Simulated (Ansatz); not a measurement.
Equation of state of TaN under PBEsol+D3(BJ)

```yaml
crystal:
  lattice:
    - [0.00000, 2.21132, 2.21132]
    - [2.21132, 0.00000, 2.21132]
    - [2.21132, 2.21132, 0.00000]
  atoms:
    - { symbol: Ta, position: [0.50000, 0.50000, 0.50000] }
    - { symbol: N, position: [0.00000, 0.00000, 0.00000] }
```

The cell comes from a database or a generator and needn't be the stable form of this composition.

The cell was scaled at fixed shape and fractions and run with Ansatz, Ansatz PAW, cutoff 420 eV; PBEsol+D3(BJ), k mesh 10 × 10 × 10 on the cell of 2 atoms, fermi-dirac occupations of 0.05 eV, no spin polarisation, no spin-orbit coupling. The potentials were made for PBE. Energies are those that the program minimises, any entropy of the smearing included. For a metal such a mesh isn't converged to the digits shown.

| V (Å³/atom) | energy over the lowest row (meV/atom) |
| --- | --- |
| 10.1645 | 0.00 |
| 10.3807 | 0.64 |
| 10.5970 | ? |
| 10.8133 | 30.86 |
| 11.0295 | 58.49 |
| 11.2458 | 93.17 |
| 11.4621 | 134.19 |

**Question.** Fit the third-order Birch-Murnaghan form, give V0, B0 and B′, and predict the energy left open.

**Answer.** With y = (V0/V)^(2/3), E = E0 + (9 V0 B0/16) [(y - 1)³ B′ + (y - 1)² (6 - 4y)]. Least squares through the rows shown give V0 = 10.2591 Å³/atom, E0 = -1.03 meV, B0 = 376.3 GPa (1 eV/Å³ = 160.218 GPa) and B′ = 4.49, with a largest miss of 0.04 meV. At V = 10.5970 the form with these constants gives 11.29 meV; the run gave 11.29 meV an atom.
